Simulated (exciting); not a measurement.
Input of an exciting (release sodium) run:

input.xml

```xml
<input>
  <title>Sr</title>
  <structure speciespath="./" tshift="false">
    <crystal scale="1">
      <basevect>-4.601483113464 4.601483113464 4.601483113464</basevect>
      <basevect>4.601483113464 -4.601483113464 4.601483113464</basevect>
      <basevect>4.601483113464 4.601483113464 -4.601483113464</basevect>
    </crystal>
    <species speciesfile="Sr.xml" rmt="2.3">
      <atom coord="0.000000000000 0.000000000000 0.000000000000"/>
    </species>
  </structure>
  <groundstate do="fromscratch" ngridk="8 8 8" rgkmax="9" gmaxvr="14" lmaxapw="10" lmaxmat="10" lmaxvr="8" xctype="GGA_PBE_SOL" stype="Gaussian" swidth="0.00367493" nempty="8" ValenceRelativity="iora*" epsengy="1e-05" epspot="1e-05" maxscl="60" tforce="true" outputlevel="high"/>
</input>
```

Potentials or basis: all-electron LAPW+lo, shipped species files, valence relativity iora*.

Command:

```console
$ OMP_NUM_THREADS=1 exciting_smp
```

Problem. Predict the band gap on the k mesh.

Solution. None (metal or under the smearing width).

Problem. What does it give for the density of states at the Fermi level?

Solution. 1.00 states/eV per cell.

Caveat: the log's total energy holds no entropy term; the free energy is that total less TS from the occupations; the cell was measured hot, at 901 K.
